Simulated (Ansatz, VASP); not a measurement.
**Cr in VASP and in Ansatz**

The input INCAR:

```
PREC     = Accurate       # precision mode
ENCUT    = 520            # plane-wave cutoff, eV
EDIFF    = 1E-6           # SCF threshold, eV
ISMEAR   = -1             # smearing method
SIGMA    = 0.05           # smearing width, eV
LREAL    = False          # projectors in reciprocal space
LASPH    = True           # aspherical terms in the spheres
NELM     = 150            # most SCF steps
ALGO     = Normal         # electronic algorithm
ISIF     = 2              # what is computed and relaxed
LWAVE    = False          # write WAVECAR
LCHARG   = False          # write CHGCAR
ISPIN    = 2              # spin polarisation
MAGMOM   = 3 3            # initial moments
LORBIT   = 11             # projections on sites
LMAXMIX  = 4              # l up to which the mixer works
GGA      = PS             # functional
NBANDS   = 23             # bands
```

Contents of KPOINTS:

```
regular mesh
0
Gamma
  11 11 6
```

File POSCAR:

```
Cr
1.0
    2.7319740337      0.0000000000      0.0000000000
   -1.3659870169      2.3659589157      0.0000000000
    0.0000000000      0.0000000000      4.4392061492
Cr
2
Direct
    0.6666666667      0.3333333333      0.7500000000
    0.3333333333      0.6666666667      0.2500000000
```

input.yaml

```yaml
crystal:
  lattice:
    - [2.7319740337, 0.0, 0.0]
    - [-1.3659870169, 2.3659589157, 0.0]
    - [0.0, 0.0, 4.4392061492]
  atoms:
    - { symbol: Cr, position: [0.6666666667, 0.3333333333, 0.75], spin: 3.0 }
    - { symbol: Cr, position: [0.3333333333, 0.6666666667, 0.25], spin: 3.0 }
hamiltonian:
  xc: pbesol
  pseudopotentials: { kind: paw }
magnetization:
  spin_polarized: true
kpoints:
  mp_grid: { grid: [11, 11, 6] }
scf:
  occupations: { method: fermi_dirac, width: 0.05 }
output:
  forces: true
  stress: true
  eigenvalues: true
```

This isn't the form of Cr at room conditions, which is bcc.

Alike in both runs: task single point; functional PBEsol; k mesh 11 × 11 × 6; occupations fermi-dirac, width 0.05 eV; collinear spin.

|  | VASP | Ansatz |
| --- | --- | --- |
| version | VASP 6.6.1 | Ansatz 0.2.0 |
| potentials or method | VASP PAW PBE potentials, release 64 (Cr_pv) | Ansatz PAW |
| plane-wave cutoff (eV) | 520 | 420 |
| valence electrons in the cell | 24 | 28 |

Ansatz gave:

| Item | Value |
| --- | --- |
| gap on the k mesh at the Fermi level (eV) | none |
| net moment per atom (μB) | 1.02 |
| size of the moment on the site where the two differ most (μB) | 1.68 |

Q: Which values does VASP return?

A: gap on the k mesh at the Fermi level (eV): none; net moment per atom (μB): 0.93; size of the moment on the site where the two differ most (μB): 0.86.

Site moments also hang on the region over which each program counts them. A gap of «none» marks a metal or a gap that the smearing closes. The two sets of potentials don't hold the same shells in valence.
